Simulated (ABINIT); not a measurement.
# Pt (Fm-3m) in ABINIT: a series of runs

The runs below take Pt through equation of state, with PBE.

Program: ABINIT 10.8.3 (patched build). These are calculated values, not measurements. Logs are shortened: lines on timing, memory, paths and dates and some standing lists are left out, and cuts for length are marked. The log counts tension as positive stress, the text compression.

**1. The structure**

It takes space group Fm-3m (No. 225, cubic). Conventional cell: a = 3.922 Å, b = 3.922 Å, c = 3.922 Å, α = 90.00°, β = 90.00°, γ = 90.00°. Pt (site symmetry m-3m) has 12 Pt at 2.77 Å as nearest neighbours.

**2. Equation of state, PBE**

run.abi reads:

```
# Datasets: one volume each
ndtset 7
getwfk -1
scalecart1 3*0.9795861087
scalecart2 3*0.9864848297
scalecart3 3*0.9932883884
scalecart4 3*1.0000000000
scalecart5 3*1.0066227096
scalecart6 3*1.0131594038
scalecart7 3*1.0196128224

# Pseudopotentials
pp_dirpath "./"
pseudos "Pt.upf"

# Structure
acell 3*1.0 Angstrom
rprim
     0.0000000000     1.9609000000     1.9609000000
     1.9609000000     0.0000000000     1.9609000000
     1.9609000000     1.9609000000     0.0000000000
ntypat 1
znucl 78
natom 1
typat 1
xred
     0.0000000000     0.0000000000     0.0000000000

# Plane-wave basis
ecut 42.0

# k points
kptopt 1
ngkpt 12 12 12
nshiftk 1
shiftk 0.0 0.0 0.0

# Exchange and correlation
ixc 11

# Bands and occupations
nband 13
occopt 3
tsmear 0.00183747

# SCF cycle
nstep 100
tolvrs 1.0e-10

# Output
iomode 3
prtwf 1
prtden 0
prteig 0
prtebands 0
```

Potentials or basis: PseudoDojo NC SR PBE v0.5 standard.

The run is started by

```bash
> abinit run.abi > log 2>&1
```

run.abo:

```text
.Version 10.8.3 of ABINIT
 DATASET    1 : space group Fm -3 m (#225); Bravais cF (face-center cubic)
================================================================================
 Values of the parameters that define the memory need for DATASET  1.
     intxc =       0    ionmov =       0      iscf =       7    lmnmax =       8
     lnmax =       8     mgfft =      30  mpssoang =       4    mqgrid =    3001
     natom =       1  nloc_mem =       1    nspden =       1   nspinor =       1
    nsppol =       1      nsym =      48    n1xccc =    2501    ntypat =       1
    occopt =       3   xclevel =       2
       mpw =        1267          nfft =       27000          nkpt =          72
================================================================================
================================================================================

 DATASET    2 : space group Fm -3 m (#225); Bravais cF (face-center cubic)
================================================================================
 Values of the parameters that define the memory need for DATASET  2.
     intxc =       0    ionmov =       0      iscf =       7    lmnmax =       8
     lnmax =       8     mgfft =      32  mpssoang =       4    mqgrid =    3001
     natom =       1  nloc_mem =       1    nspden =       1   nspinor =       1
    nsppol =       1      nsym =      48    n1xccc =    2501    ntypat =       1
    occopt =       3   xclevel =       2
       mpw =        1303          nfft =       32768          nkpt =          72
================================================================================
================================================================================
[... 49 lines left out ...]
 DATASET    7 : space group Fm -3 m (#225); Bravais cF (face-center cubic)
================================================================================
 Values of the parameters that define the memory need for DATASET  7.
     intxc =       0    ionmov =       0      iscf =       7    lmnmax =       8
     lnmax =       8     mgfft =      32  mpssoang =       4    mqgrid =    3001
     natom =       1  nloc_mem =       1    nspden =       1   nspinor =       1
    nsppol =       1      nsym =      48    n1xccc =    2501    ntypat =       1
    occopt =       3   xclevel =       2
       mpw =        1424          nfft =       32768          nkpt =          72
================================================================================
================================================================================

--------------------------------------------------------------------------------
------------- Echo of variables that govern the present computation ------------
--------------------------------------------------------------------------------
 -outvars: echo values of preprocessed input variables --------
            acell      1.8897261259E+00  1.8897261259E+00  1.8897261259E+00 Bohr
              amu      1.95080000E+02
             ecut      4.20000000E+01 Hartree
           getwfk          -1
                       outvar_i_n : Printing only first  50 k-points.
              ixc          11
           jdtset        1    2    3    4    5    6    7
                       outvar_i_n : Printing only first  50 k-points.
         kptrlatt       12    0    0      0   12    0      0    0   12
          kptrlen1     6.16017678E+01
          kptrlen2     6.20355974E+01
          kptrlen3     6.24634426E+01
          kptrlen4     6.28855057E+01
          kptrlen5     6.33019781E+01
          kptrlen6     6.37130415E+01
          kptrlen7     6.41188680E+01
            natom           1
            nband          13
           ndtset           7
            ngfft1         30      30      30
            ngfft2         32      32      32
            ngfft3         32      32      32
            ngfft4         32      32      32
            ngfft5         32      32      32
            ngfft6         32      32      32
            ngfft7         32      32      32
             nkpt          72
            nstep         100
             nsym          48
           ntypat           1
                       prtocc : prtvol=0, do not print more k-points.
           occopt           3
           prtden           0
        prtebands           0
           prteig           0
            rprim1     0.0000000000E+00  1.9208704005E+00  1.9208704005E+00
                       1.9208704005E+00  0.0000000000E+00  1.9208704005E+00
                       1.9208704005E+00  1.9208704005E+00  0.0000000000E+00
            rprim2     0.0000000000E+00  1.9343981026E+00  1.9343981026E+00
                       1.9343981026E+00  0.0000000000E+00  1.9343981026E+00
                       1.9343981026E+00  1.9343981026E+00  0.0000000000E+00
            rprim3     0.0000000000E+00  1.9477392008E+00  1.9477392008E+00
                       1.9477392008E+00  0.0000000000E+00  1.9477392008E+00
                       1.9477392008E+00  1.9477392008E+00  0.0000000000E+00
            rprim4     0.0000000000E+00  1.9609000000E+00  1.9609000000E+00
                       1.9609000000E+00  0.0000000000E+00  1.9609000000E+00
                       1.9609000000E+00  1.9609000000E+00  0.0000000000E+00
            rprim5     0.0000000000E+00  1.9738864713E+00  1.9738864713E+00
                       1.9738864713E+00  0.0000000000E+00  1.9738864713E+00
                       1.9738864713E+00  1.9738864713E+00  0.0000000000E+00
            rprim6     0.0000000000E+00  1.9867042749E+00  1.9867042749E+00
                       1.9867042749E+00  0.0000000000E+00  1.9867042749E+00
                       1.9867042749E+00  1.9867042749E+00  0.0000000000E+00
            rprim7     0.0000000000E+00  1.9993587834E+00  1.9993587834E+00
                       1.9993587834E+00  0.0000000000E+00  1.9993587834E+00
                       1.9993587834E+00  1.9993587834E+00  0.0000000000E+00
          spgroup         225
           tolvrs      1.00000000E-10
           tsmear      1.83747000E-03 Hartree
            typat      1
                       outvars : Printing only first  50 k-points.
            znucl       78.00000

================================================================================

 chkinp: Checking input parameters for consistency, jdtset=   1.

 chkinp: Checking input parameters for consistency, jdtset=   2.

 chkinp: Checking input parameters for consistency, jdtset=   3.

 chkinp: Checking input parameters for consistency, jdtset=   4.

 chkinp: Checking input parameters for consistency, jdtset=   5.

 chkinp: Checking input parameters for consistency, jdtset=   6.

 chkinp: Checking input parameters for consistency, jdtset=   7.

================================================================================
== DATASET  1 ==================================================================
[... 9 lines left out ...]
 Exchange-correlation functional for the present dataset will be:
  GGA: Perdew-Burke-Ernzerhof functional - ixc=11
  J.P.Perdew, K.Burke, M.Ernzerhof, PRL 77, 3865 (1996)

 Real(R)+Recip(G) space primitive vectors, cartesian coordinates (Bohr,Bohr^-1):
 R(1)=  0.0000000  3.6299190  3.6299190  G(1)= -0.1377441  0.1377441  0.1377441
 R(2)=  3.6299190  0.0000000  3.6299190  G(2)=  0.1377441 -0.1377441  0.1377441
 R(3)=  3.6299190  3.6299190  0.0000000  G(3)=  0.1377441  0.1377441 -0.1377441
 Unit cell volume ucvol=  9.5657889E+01 bohr^3
 Angles (23,13,12)=  6.00000000E+01  6.00000000E+01  6.00000000E+01 degrees

 getcut: wavevector=  0.0000  0.0000  0.0000  ngfft=  30  30  30
         ecut(hartree)=     42.000   => boxcut(ratio)=   2.00540

--- Pseudopotential description ------------------------------------------------
- pspini: atom type   1  psp file is ./Pt.upf
12 -101130 3 -1 1374                          pspcod,pspxc,lmax,lloc,mmax
     nproj     2     2     2     2

   4.77721329E+02                                ecore*ucvol(ha*bohr**3)
--------------------------------------------------------------------------------

================================================================================

--- !BeginCycle
iteration_state: {dtset: 1, }
solver: {iscf: 7, nstep: 100, nline: 4, wfoptalg: 0, }
tolerances: {tolvrs: 1.00E-10, }
...

     iter   Etot(hartree)      deltaE(h)  residm     vres2
 ETOT  1  -130.53704407340    -1.305E+02 2.887E-01 5.850E+01
 ETOT  2  -130.58075863044    -4.371E-02 2.756E-02 3.015E+01
 ETOT  3  -130.58822523291    -7.467E-03 4.227E-03 5.604E-03
 ETOT  4  -130.58822754976    -2.317E-06 4.753E-03 3.085E-04
 ETOT  5  -130.58822760167    -5.191E-08 1.547E-03 8.267E-07
 ETOT  6  -130.58822760175    -7.583E-11 1.461E-04 1.137E-08
 ETOT  7  -130.58822760175    -4.775E-12 2.663E-04 1.638E-11
[... 931 lines left out ...]
kinetic             :  3.72675740865499E+01
hartree             :  1.99615006114105E+01
xc                  : -2.37602274193256E+01
Ewald energy        : -9.82927966701675E+01
psp_core            :  4.42869558377876E+00
local_psp           : -7.81804529413230E+01
non_local_psp       :  7.98361952966750E+00
internal            : -1.30592087219410E+02
'-kT*entropy'       : -6.00647068706955E-04
total_energy        : -1.30592687866478E+02
total_energy_eV     : -3.55360807043558E+03
band_energy         : -1.00338316048681E+01
...

 Cartesian components of stress tensor (hartree/bohr^3)
  sigma(1 1)=  1.85408970E-04  sigma(3 2)=  0.00000000E+00
  sigma(2 2)=  1.85408970E-04  sigma(3 1)=  0.00000000E+00
  sigma(3 3)=  1.85408970E-04  sigma(2 1)=  0.00000000E+00

-Cartesian components of stress tensor (GPa)         [Pressure= -5.4549E+00 GPa]
- sigma(1 1)=  5.45492022E+00  sigma(3 2)=  0.00000000E+00
- sigma(2 2)=  5.45492022E+00  sigma(3 1)=  0.00000000E+00
- sigma(3 3)=  5.45492022E+00  sigma(2 1)=  0.00000000E+00

== END DATASET(S) ==============================================================
================================================================================

 -outvars: echo values of variables after computation  --------
            acell      1.8897261259E+00  1.8897261259E+00  1.8897261259E+00 Bohr
           etotal1    -1.3058822760E+02
           etotal2    -1.3059011058E+02
           etotal3    -1.3059146339E+02
           etotal4    -1.3059234653E+02
           etotal5    -1.3059281385E+02
           etotal6    -1.3059291329E+02
           etotal7    -1.3059268787E+02
            fcart1    -0.0000000000E+00 -0.0000000000E+00 -0.0000000000E+00
            fcart2    -0.0000000000E+00 -0.0000000000E+00 -0.0000000000E+00
            fcart3    -0.0000000000E+00 -0.0000000000E+00 -0.0000000000E+00
            fcart4    -0.0000000000E+00 -0.0000000000E+00 -0.0000000000E+00
            fcart5    -0.0000000000E+00 -0.0000000000E+00 -0.0000000000E+00
            fcart6    -0.0000000000E+00 -0.0000000000E+00 -0.0000000000E+00
            fcart7    -0.0000000000E+00 -0.0000000000E+00 -0.0000000000E+00
            rprim1     0.0000000000E+00  1.9208704005E+00  1.9208704005E+00
                       1.9208704005E+00  0.0000000000E+00  1.9208704005E+00
                       1.9208704005E+00  1.9208704005E+00  0.0000000000E+00
            rprim2     0.0000000000E+00  1.9343981026E+00  1.9343981026E+00
                       1.9343981026E+00  0.0000000000E+00  1.9343981026E+00
                       1.9343981026E+00  1.9343981026E+00  0.0000000000E+00
            rprim3     0.0000000000E+00  1.9477392008E+00  1.9477392008E+00
                       1.9477392008E+00  0.0000000000E+00  1.9477392008E+00
                       1.9477392008E+00  1.9477392008E+00  0.0000000000E+00
            rprim4     0.0000000000E+00  1.9609000000E+00  1.9609000000E+00
                       1.9609000000E+00  0.0000000000E+00  1.9609000000E+00
                       1.9609000000E+00  1.9609000000E+00  0.0000000000E+00
            rprim5     0.0000000000E+00  1.9738864713E+00  1.9738864713E+00
                       1.9738864713E+00  0.0000000000E+00  1.9738864713E+00
                       1.9738864713E+00  1.9738864713E+00  0.0000000000E+00
            rprim6     0.0000000000E+00  1.9867042749E+00  1.9867042749E+00
                       1.9867042749E+00  0.0000000000E+00  1.9867042749E+00
                       1.9867042749E+00  1.9867042749E+00  0.0000000000E+00
            rprim7     0.0000000000E+00  1.9993587834E+00  1.9993587834E+00
                       1.9993587834E+00  0.0000000000E+00  1.9993587834E+00
                       1.9993587834E+00  1.9993587834E+00  0.0000000000E+00
           strten1    -1.0647999706E-03 -1.0647999706E-03 -1.0647999706E-03
                       0.0000000000E+00  0.0000000000E+00  0.0000000000E+00
           strten2    -7.8825971034E-04 -7.8825971034E-04 -7.8825971034E-04
                       0.0000000000E+00  0.0000000000E+00  0.0000000000E+00
           strten3    -5.4326008010E-04 -5.4326008010E-04 -5.4326008010E-04
                       0.0000000000E+00  0.0000000000E+00  0.0000000000E+00
           strten4    -3.2626012137E-04 -3.2626012137E-04 -3.2626012137E-04
                       0.0000000000E+00  0.0000000000E+00  0.0000000000E+00
           strten5    -1.3423392645E-04 -1.3423392645E-04 -1.3423392645E-04
                       0.0000000000E+00  0.0000000000E+00  0.0000000000E+00
           strten6     3.5538735400E-05  3.5538735400E-05  3.5538735400E-05
                       0.0000000000E+00  0.0000000000E+00  0.0000000000E+00
           strten7     1.8540896976E-04  1.8540896976E-04  1.8540896976E-04
                       0.0000000000E+00  0.0000000000E+00  0.0000000000E+00
 Calculation completed.
```

It took 3.3 min on 1 thread of Arm Neoverse V1, shared host; peak memory 0.11 GiB.

What came out:

```yaml
Equilibrium_volume: 15.62 Å³/atom
Bulk_modulus: 250 GPa
Pressure_derivative_of_the_bulk_modulus: 5.3
```

Energy against volume, from the lowest point:
```
volume (Å³/atom)  energy (meV/atom)
          14.175             127.50
          14.477              76.27
          14.778              39.45
          15.080              15.42
          15.381               2.71
          15.683               0.00
          15.985               6.13
```

Caveat: pressures at fixed basis lie under the slope of the energies.

**3. Equation of state, PBE**

run.abi is that of step 2.

Potentials or basis: PseudoDojo NC SR PBE v0.5 stringent.

The run is started by

```bash
> abinit run.abi > log 2>&1
```

It took 3.3 min on 1 thread of Arm Neoverse V1, shared host; peak memory 0.11 GiB.

The run converged. Its results:

```
Equilibrium volume                      : 15.62 Å³/atom
Bulk modulus                            : 250 GPa
Pressure derivative of the bulk modulus : 5.3
```

Energy against volume, from the lowest point:
```
volume (Å³/atom)  energy (meV/atom)
          14.175             127.50
          14.477              76.27
          14.778              39.45
          15.080              15.42
          15.381               2.71
          15.683               0.00
          15.985               6.13
```

Caveat: pressures at fixed basis lie under the slope of the energies.
